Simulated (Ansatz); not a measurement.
# Cobalt, simple cubic: r²SCAN0 after r²SCAN, part 1 of 2

Aim: see what exact exchange does to the levels and moments, and what it costs. The cell comes from an earlier r²SCAN relaxation. Exact exchange is dear, so the k-mesh is coarse, and r²SCAN is run on the same mesh for comparison.

Method: DFT, plane waves (500 eV) with PBE-made PAW files, scalar-relativistic; functionals as named at each step, in Ansatz 0.2.0.

### 1 The structure to begin with

Symmetry: Pm-3m, No. 221, cubic system. Conventional cell: a = 2.250 Å, b = 2.250 Å, c = 2.250 Å, α = 90.00°, β = 90.00°, γ = 90.00°. Around Co (site symmetry m-3m) lie 6 Co at 2.25 Å.

Structure file:

```cif
data_structure
_symmetry_space_group_name_H-M 'P 1'
_symmetry_Int_Tables_number 1
_cell_length_a 3.1818
_cell_length_b 3.1818
_cell_length_c 3.1818
_cell_angle_alpha 60.000
_cell_angle_beta 60.000
_cell_angle_gamma 60.000
_cell_volume 22.78
loop_
_atom_site_label
_atom_site_type_symbol
_atom_site_fract_x
_atom_site_fract_y
_atom_site_fract_z
_atom_site_occupancy
Co1 Co 0.00000 0.00000 0.00000 1
Co2 Co 0.50000 0.50000 0.50000 1
```

The atoms start with moments of +2.02 ×2 μB.

### 2 r²SCAN, coarse mesh

The run with r²SCAN.

The input, input.yaml:

```yaml
crystal:
  lattice:
    - [0.0, 2.2498725961, 2.2498725961]
    - [2.2498725961, 0.0, 2.2498725961]
    - [2.2498725961, 2.2498725961, 0.0]
  atoms:
    - { symbol: Co, position: [0.0, 0.0, 0.0], spin: 2.018 }
    - { symbol: Co, position: [0.5, 0.5, 0.5], spin: 2.018 }
hamiltonian:
  xc: r2scan
  pseudopotentials:
    kind: paw
    azcp:
      Co: "pseudopotentials/Co.paw.azcp"
basis:
  ecutwfc: 500
  fft_grid_basis: typed
kpoints:
  mp_grid: { grid: [6, 6, 6], shift: [0, 0, 0] }
magnetization:
  spin_polarized: true
scf:
  occupations: { method: fermi_dirac, width: 0.1 }
```

Command:

```console
$ ansatz run input.yaml --threads 4 --pin off --max-ram 8192MiB --backend cpu --events-out ev --progress --plain --runs-dir out
```

Output:

```text
Warning: RAYON_NUM_THREADS=4 ignored (pool sized by the plan → 4); use --threads N
Engine: ansatz 0.2.0, aarch64-unknown-linux-gnu
Pseudopotentials: kind: paw
Pseudopotential: Co, paw, valence charge 17, recommended cutoff 500 eV (meta_gga), <dir>
Functional definition: r2SCAN
  parameter k0 = 0.174
  parameter k1 = 0.065
  parameter a1 = 4.9479
  exchange = r2scan_x(k0 = k0, k1 = k1, a1 = a1)
  correlation = r2scan_c
Crystal: 2 atoms, lattice volume = 22.777 Å³
Basis set: ecut = 500 eV, 561 PW (Γ), exchange–correlation on 96×96×96 points (64 copies of the dense FFT grid, shifted against one another)
Bands: 24, of which v1, the nominal top of the filled ones, is band 17 counted from 1 (16 counted from 0)
Symmetry: 96 space group operations
Space group: Pm-3m (ITA 221), of the structure as read, at distance tolerance 2.8e-5 Å
Magnetic group: BNS 221.92 (UNI 1594), of the structure as read, at distance tolerance 2.8e-5 Å
k-points: 16 of 216
Non-local potential: Co, projectors of the file, l = 0: 3, l = 1: 2, l = 2: 3, l = 3: 1
PAW form: soft (Blöchl's): semilocal exchange-correlation on the pseudo side does not see the compensation charge
PAW frozen core: Co, regenerated for the run's functional (the file was generated under x = pbe(κ = 0.804, μ = 0.2195149727645171), c = pbe(β = 0.06672455060314922))
PAW one-centre angular grid: Co, 590 points (default); XC on 160 Gauss nodes
Initial density: superposition of atomic densities (chi_scale 0.1, normalization cell)
Starting moments: Σ|m| = 4.036 μB on 2 of 2 sites
Initial wavefunctions: pseudopotential atomic-orbital guess
Functional: x = r2scan, c = r2scan; τ floored in thin density (d = 2e-4 eV/Å³)
iter 1 solved again at ethr=2.63e-3 eV; its pass at ethr=3.10e-3 eV (dr2=8.93e-1 eV) is discarded
SCF iter   1: F=—  HF=-10259.526908 eV  |F-HF|=—  |Δ(HF+E_count)|=         —  Δρ=1.01e-1 (↑1.83e-2 ↓1.01e-1)  dr2=9.60e-1  dr2_τ=1.46e-2  dr2_m=7.17e-1  M=4.234 μB ∫|m|=4.296 μB  β_m=1.00  ethr=2.63e-3  ⟨swp⟩=2.9  Hψ=4370  notcnv=0
Mixer restart at iter 1: flushing history
preconditioner: auto → Kerker (q_TF=auto, 2.917 Å⁻¹)  [metal: Δε(μ)=0.006 eV  Ē_g=10.546 eV  σ=0.100 eV  W_gap=0.01  n_scr=14 (ndim 8)  ℏωp=33.0 eV  f_vac=0.000  D(μ)=2.83/eV (n_scr^D=50)]
spin=Collinear: Kerker preconditioning applied to the charge; magnetization (m = ρ↑ − ρ↓) channel mixes plain (no charge-response kernel on spin).
SCF iter   2: F=—  HF=-10259.525198 eV  |F-HF|=—  |Δ(HF+E_count)|=   1.71e-3  Δρ=1.56e-2 (↑1.28e-2 ↓1.56e-2)  dr2=3.36e-2  dr2_τ=9.11e-3  dr2_m=8.40e-3  M=4.146 μB ∫|m|=4.303 μB  β_m=1.00  ethr=2.63e-3  ⟨swp⟩=3.0  Hψ=1433  notcnv=0  defer=3  κ⁻¹=1.0e0(r=1)
SCF iter   3: F=—  HF=-10260.359759 eV  |F-HF|=—  |Δ(HF+E_count)|=         —  Δρ=5.56e-2 (↑1.66e-2 ↓5.56e-2)  dr2=3.06e-1  dr2_τ=2.71e-3  dr2_m=2.12e-1  M=4.515 μB ∫|m|=4.716 μB  β_m=1.00  ethr=9.88e-5  ⟨swp⟩=2.1  Hψ=1518  notcnv=0  defer=20
Mixer restart at iter 3: flushing history
SCF iter   4: F=—  HF=-10261.395888 eV  |F-HF|=—  |Δ(HF+E_count)|=    1.04e0  Δρ=9.62e-2 (↑2.99e-2 ↓9.62e-2)  dr2=1.79e0  dr2_τ=7.05e-3  dr2_m=2.96e-1  M=3.877 μB ∫|m|=4.196 μB  β_m=1.00  ethr=1.47e-4  ⟨swp⟩=2.9  Hψ=1658  notcnv=0  defer=20
SCF iter   5: F=—  HF=-10261.281501 eV  |F-HF|=—  |Δ(HF+E_count)|=   1.14e-1  Δρ=2.80e-2 (↑2.17e-2 ↓2.80e-2)  dr2=3.79e-1  dr2_τ=1.88e-2  dr2_m=2.76e-3  M=3.835 μB ∫|m|=4.172 μB  β_m=1.00  ethr=1.47e-4  ⟨swp⟩=2.7  Hψ=1791  notcnv=0  defer=24  κ⁻¹=1.0e0(r=1)
SCF iter   6: F=—  HF=-10261.398921 eV  |F-HF|=—  |Δ(HF+E_count)|=   1.17e-1  Δρ=1.14e-2 (↑8.84e-3 ↓1.14e-2)  dr2=8.62e-2  dr2_τ=3.76e-4  dr2_m=5.66e-4  M=3.799 μB ∫|m|=4.145 μB  β_m=1.00  ethr=1.47e-4  ⟨swp⟩=2.2  Hψ=1599  notcnv=0  defer=24  κ⁻¹=5.8e-2(r=2)
SCF iter   7: F=—  HF=-10261.434098 eV  |F-HF|=—  |Δ(HF+E_count)|=   3.52e-2  Δρ=6.37e-3 (↑5.37e-3 ↓6.37e-3)  dr2=2.80e-2  dr2_τ=3.87e-4  dr2_m=2.24e-4  M=3.769 μB ∫|m|=4.116 μB  β_m=1.00  ethr=1.47e-4  ⟨swp⟩=2.2  Hψ=1259  notcnv=0  defer=24  κ⁻¹=1.7e-3(r=3)
SCF iter   8: F=—  HF=-10261.421113 eV  |F-HF|=—  |Δ(HF+E_count)|=   1.30e-2  Δρ=5.95e-3 (↑3.71e-3 ↓5.95e-3)  dr2=6.49e-3  dr2_τ=1.92e-4  dr2_m=3.64e-4  M=3.730 μB ∫|m|=4.070 μB  β_m=1.00  ethr=8.23e-5  ⟨swp⟩=2.0  Hψ=1418  notcnv=0  defer=24  κ⁻¹=2.6e-4(r=4)
SCF iter   9: F=—  HF=-10261.434180 eV  |F-HF|=—  |Δ(HF+E_count)|=   1.31e-2  Δρ=3.22e-3 (↑2.96e-3 ↓3.22e-3)  dr2=4.73e-3  dr2_τ=1.72e-5  dr2_m=6.38e-6  M=3.738 μB ∫|m|=4.073 μB  β_m=1.00  ethr=1.91e-5  ⟨swp⟩=2.0  Hψ=1561  notcnv=0  defer=24  κ⁻¹=9.1e-5(r=5)
SCF iter  10: F=—  HF=-10261.437122 eV  |F-HF|=—  |Δ(HF+E_count)|=   2.94e-3  Δρ=7.26e-4 (↑7.26e-4 ↓5.95e-4)  dr2=1.35e-4  dr2_τ=3.83e-6  dr2_m=2.11e-5  M=3.758 μB ∫|m|=4.094 μB  β_m=1.00  ethr=1.39e-5  ⟨swp⟩=2.1  Hψ=1177  notcnv=0  defer=24  κ⁻¹=2.2e-5(r=6)
SCF iter  11: F=—  HF=-10261.434494 eV  |F-HF|=—  |Δ(HF+E_count)|=   2.63e-3  Δρ=1.34e-3 (↑1.03e-3 ↓1.34e-3)  dr2=6.15e-4  dr2_τ=3.16e-6  dr2_m=7.99e-6  M=3.762 μB ∫|m|=4.102 μB  β_m=1.00  ethr=3.96e-7  ⟨swp⟩=2.2  Hψ=1370  notcnv=0  defer=24  κ⁻¹=3.5e-6(r=7)
SCF iter  12: F=—  HF=-10261.437777 eV  |F-HF|=—  |Δ(HF+E_count)|=   3.28e-3  Δρ=7.69e-4 (↑4.80e-4 ↓7.69e-4)  dr2=1.95e-4  dr2_τ=3.14e-7  dr2_m=5.52e-6  M=3.749 μB ∫|m|=4.089 μB  β_m=1.00  ethr=3.96e-7  ⟨swp⟩=2.1  Hψ=1382  notcnv=0  defer=24  κ⁻¹=1.5e-6(r=8)
SCF iter  13: F=—  HF=-10261.437739 eV  |F-HF|=—  |Δ(HF+E_count)|=   3.76e-5  Δρ=3.20e-4 (↑3.20e-4 ↓2.47e-4)  dr2=3.48e-5  dr2_τ=2.24e-7  dr2_m=3.78e-7  M=3.746 μB ∫|m|=4.086 μB  β_m=1.00  ethr=3.96e-7  ⟨swp⟩=2.5  Hψ=1063  notcnv=0  defer=24  κ⁻¹=7.2e-6(r=8)
SCF iter  14: F=—  HF=-10261.437666 eV  |F-HF|=—  |Δ(HF+E_count)|=   7.36e-5  Δρ=1.08e-4 (↑1.08e-4 ↓7.86e-5)  dr2=6.78e-7  dr2_τ=4.86e-8  dr2_m=1.29e-6  M=3.746 μB ∫|m|=4.085 μB  β_m=1.00  ethr=1.02e-7  ⟨swp⟩=2.2  Hψ=987  notcnv=0  defer=24  κ⁻¹=3.1e-6(r=8)
SCF iter  15: F=—  HF=-10261.437724 eV  |F-HF|=—  |Δ(HF+E_count)|=   5.79e-5  Δρ=4.19e-5 (↑4.19e-5 ↓3.71e-5)  dr2=6.54e-7  dr2_τ=1.49e-8  dr2_m=7.28e-9  M=3.748 μB ∫|m|=4.087 μB  β_m=1.00  ethr=1.99e-9  ⟨swp⟩=2.9  Hψ=1544  notcnv=0  defer=24  κ⁻¹=1.9e-7(r=8)
SCF iter  16: F=—  HF=-10261.437723 eV  |F-HF|=—  |Δ(HF+E_count)|=   1.12e-7  Δρ=9.07e-5 (↑6.83e-5 ↓9.07e-5)  dr2=2.92e-6  dr2_τ=1.37e-8  dr2_m=4.57e-8  M=3.748 μB ∫|m|=4.088 μB  β_m=1.00  ethr=1.92e-9  ⟨swp⟩=2.0  Hψ=1326  notcnv=0  defer=24  κ⁻¹=7.2e-6(r=8)
SCF iter  17: F=—  HF=-10261.437724 eV  |F-HF|=—  |Δ(HF+E_count)|=   5.90e-7  Δρ=1.70e-5 (↑1.70e-5 ↓1.22e-5)  dr2=5.93e-8  dr2_τ=2.53e-9  dr2_m=2.03e-9  M=3.748 μB ∫|m|=4.088 μB  β_m=1.00  ethr=1.92e-9  ⟨swp⟩=2.0  Hψ=1270  notcnv=0  defer=24  κ⁻¹=2.0e-6(r=8)
SCF iter  18: F=-10261.437724 eV  HF=-10261.437724 eV  |F-HF|=2.72e-9  |Δ(HF+E_count)|=   7.41e-8  Δρ=3.99e-6 (↑3.99e-6 ↓3.35e-6)  dr2=6.18e-9  dr2_τ=1.09e-10  dr2_m=1.13e-10  M=3.748 μB ∫|m|=4.088 μB  ethr=1.74e-10  ⟨swp⟩=1.1  Hψ=1969  notcnv=0
SCF 1 converged in 18 iterations: F = -10261.437724 eV  dr2 = 6.18e-9
this state was not tested for a lower state beside it, because the mixer in use, unlike msr1, does not test its closes by its own steps (another_mixer; see scf.mixing.algorithm and scf.lower_state_search)
SCF converged after 18 iterations
Magnetization: 3.7478 μB (18.8739 up, 15.1261 down)
Absolute magnetization: 4.0883 μB (∫|ρ↑−ρ↓|, with the PAW one-centre terms)
Spin contamination: 0.0882 ħ² per cell (⟨S²⟩ above its minimum at these occupations)
Per-site moments (μB) at R_I (Å): [(1.9424089304214167, 0.92807244589125), (1.9424089304214167, 0.92807244589125)]
Free energy (F): -10261.437724 eV
Harris-Foulkes:  -10261.437724 eV  (|F-HF|=2.72e-9)
Internal energy: -10261.358010 eV  (E = F + TS)
E sigma→0 (E₀):  -10261.397867 eV
Entropy (-TS):   -0.079714 eV (-39.857 meV/atom)
Fermi energy:    18.151624 eV
--- Per-component energies (eV) ---
  E_band       = -570.971655
  E_kinetic    = 912.725615
  E_local      = -6007.463581  (includes V_loc(G=0)·N_el)
  E_nonlocal   = 922.036553
  E_hartree    = 2530.479286
  E_xc         = -314.712624
  E_vxc        = -459.145004  (∫ρ·V_xc dr)
  E_paw        = -3055.799536  (= ΣΔE_a)
  E_vpaw       = -1029.574315  (= ΣTr[D̂ρ^β])
  E_aug_tail   = 0.000073  (compensation charges beyond the density's cutoff)
  E_vtau       = 29.482430  (kinetic-family band-sum trace: ∫τ·v_τ [+ j·A + Jᵃ·Aᵃ] dr)
  E_ewald      = -5248.033382
  E_core_change = -0.590412  (= ΣΔE_core)
  E_smearing   = -0.079714  (= −TS)
  E_closure    = 0.000000  (closes the sum)
  Σ components = -10261.437724   (vs F -10261.437724, Δ=0.00e0)
```

It took 2 s on 4 threads of Arm Neoverse V2, shared host; peak memory 0.33 GiB.

(Continued in part 2 of 2.)
